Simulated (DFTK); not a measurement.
Input of a DFTK 0.8.2 run:

Contents of run.jl:

```julia
using DFTK
using PseudoPotentialData
using Unitful, UnitfulAtomic
using LinearAlgebra, Printf
include("save.jl")
disable_threading()

# lattice vectors are the columns
lattice = austrip(1u"Å") * [           0.0        2.60165        2.60165;
                  2.60165            0.0        2.60165;
                  2.60165        2.60165            0.0]
symbols   = [:S, :Mg]
positions = [[0.5, 0.5, 0.5],
             [0.0, 0.0, 0.0]]
pseudopotentials = PseudoFamily("cp2k.nc.sr.pbe.v0_1.largecore.gth")
elements = Dict(s => ElementPsp(s, pseudopotentials) for s in unique(symbols))
atoms    = [elements[s] for s in symbols]

build_model(lattice, positions; symmetries=false) =
    model_DFT(lattice, atoms, positions;
              functionals=r2SCAN(),
              temperature=austrip(0.05u"eV"),
              smearing=Smearing.FermiDirac(),
              symmetries)
Ecut  = 30.0  # hartree
kgrid = [3, 3, 3]
tol   = 1e-5
to_GPa = ustrip(uconvert(u"GPa", 1u"hartree/bohr^3"))

model = build_model(lattice, positions)
basis = PlaneWaveBasis(model; Ecut, kgrid)
display(basis)
scfres = self_consistent_field(basis;
                               tol,
                               nbandsalg=AdaptiveBands(model; n_bands_converge=9))
display(scfres.energies)
@printf "Fermi level: %.6f eV\n" ustrip(auconvert(u"eV", something(scfres.εF, NaN)))
forces = compute_forces_cart(scfres)
println("Forces (eV/Å)")
for (s, f) in zip(symbols, forces)
    @printf "%-3s %12.6f %12.6f %12.6f\n" s ustrip.(auconvert.(u"eV/Å", f))...
end
stress = compute_stresses_cart(scfres)
println("Stress (GPa)")
display(round.(stress * to_GPa; digits=4))
println("Levels at the first k-point (eV): ", round.(ustrip.(auconvert.(u"eV", scfres.eigenvalues[1][1:scfres.n_bands_converge])); digits=4))
save_scf!(scfres; forces, stress)
```

Potentials or basis: cp2k.nc.sr.pbe.v0_1.largecore.gth (PBE, GTH, large core).

The run is started by

```sh
$ julia --threads=1 run.jl  # save.jl only writes the numbers to a file and isn't shown; printed stress counts tension as positive; times include loading and compiling
```

(1) Estimate the band gap on the k mesh.

## Answers

(1) 4.47 eV, direct.

Caveat: the k mesh is coarse (spacing up to 0.70 Å⁻¹), so the values aren't converged; the cutoff is short for these potentials, so energies and forces aren't converged, fitted volumes are rough and the log's stress (off by 3 to 10 GPa or more in trials) isn't used; the program warned that the kinetic-energy density falls under its von Weizsäcker bound, which can give unphysical results; the potentials were made for another functional, which shifts forces and pressure; this set keeps more shells in the core, which shifts pressures and gaps; an odd mesh through Γ misses points on the zone boundary, where band edges often lie.
